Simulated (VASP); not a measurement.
## Te2Pt (Moncheite): relaxation of cell and atoms with PBEsol

Te2Pt (Moncheite):

```
Te Pt
1.0
     4.01000    0.00000    0.00000
    -2.00500    3.47276    0.00000
     0.00000    0.00000    5.20100
Te Pt
2 1
Direct
  0.33333 0.66667 0.25000
  0.66667 0.33333 0.75000
  0.00000 0.00000 0.00000
```

| Item | Value |
| --- | --- |
| Program | VASP 6.6.1 |
| Task | relaxation of cell and atoms |
| Functional | PBEsol |
| Potentials or basis | VASP PAW PBE potentials, release 64 (Te, Pt) |
| Cutoff | 600 eV |
| k mesh | 12 × 12 × 7 |
| Occupations | methfessel-paxton, width 0.1 eV |
| Spin | no spin polarisation |
| Further INCAR settings | ALGO = Normal; EDIFF = 1e-06; IBRION = 2; EDIFFG = -0.01; NSW = 90; ISIF = 3 |

* Relaxed volume: 24.19 Å³/atom
* Relaxed cell: a = 4.044 Å, b = 4.044 Å, c = 5.123 Å, α = 90.00°, β = 90.00°, γ = 120.00°
* Space group after relaxing (to 0.05 Å): P-3m1 (No. 164)
* Energy gained by relaxing: 18.9 meV/atom
* Ionic steps: 13
* Pressure after relaxing: 0.0 GPa
* Largest force after relaxing: 0.009 eV/Å
* Band gap on the k mesh: none (metal or under the smearing width)

Forces on the atoms (eV/Å):
```
Te   0.000  0.000 -0.009
Te   0.000  0.000  0.009
Pt   0.000  0.000  0.000
```

The path:
| step | energy change (eV) | largest force (eV/Å) | pressure (GPa) | volume (Å³) |
| --- | --- | --- | --- | --- |
| 1 | 0.0000 | 0.7915 | 3.95 | 72.43 |
| 2 | 0.0594 | 0.4603 | -6.27 | 78.85 |
| 3 | -0.0395 | 0.2472 | -0.56 | 74.79 |
| 4 | -0.0395 | 0.2570 | -0.47 | 74.75 |
| 5 | -0.0460 | 0.1848 | -0.33 | 74.27 |
| 6 | -0.0526 | 0.0256 | 0.07 | 73.17 |
| 7 | -0.0554 | 0.0354 | -0.31 | 73.04 |
| 8 | -0.0559 | 0.0704 | -0.54 | 72.97 |
| 9 | -0.0566 | 0.0008 | 0.24 | 72.27 |
| 10 | -0.0568 | 0.0199 | 0.06 | 72.47 |
| 11 | -0.0568 | 0.0223 | 0.02 | 72.49 |
| 12 | -0.0568 | 0.0175 | -0.02 | 72.52 |
| 13 | -0.0568 | 0.0090 | -0.05 | 72.56 |

Final structure:
```yaml
crystal:
  lattice:
    - [4.04414, 0.00000, 0.00000]
    - [-2.02207, 3.50232, 0.00000]
    - [0.00000, 0.00000, 5.12288]
  atoms:
    - { symbol: Te, position: [0.33333, 0.66667, 0.26310] }
    - { symbol: Te, position: [0.66667, 0.33333, 0.73690] }
    - { symbol: Pt, position: [0.00000, 0.00000, 0.00000] }
```

Levels at points of the mesh, in eV from the Fermi level:
| k point | band 7 | band 8 | band 9 | band 10 | band 11 | band 12 | band 13 | band 14 | band 15 |
| --- | --- | --- | --- | --- | --- | --- | --- | --- | --- |
| (0.00, 0.00, 0.00) | -3.75 | -2.66 | -0.50 | -0.50 | 0.88 | 0.88 | 1.61 | 2.50 | 4.15 |
| (0.50, 0.00, 0.00) | -3.54 | -3.45 | -3.40 | -3.35 | -2.88 | 0.10 | 2.65 | 3.86 | 5.36 |

Wall time 13 min on 1 thread of Intel(R) Xeon(R) Platinum 8488C (Sapphire Rapids) (shared host), peak memory 0.33 GiB.

Caveat: the PAW data sets were made with another functional, which shifts forces and pressure a little. Spin-orbit coupling is left out, which matters for the levels of Pt, Te.
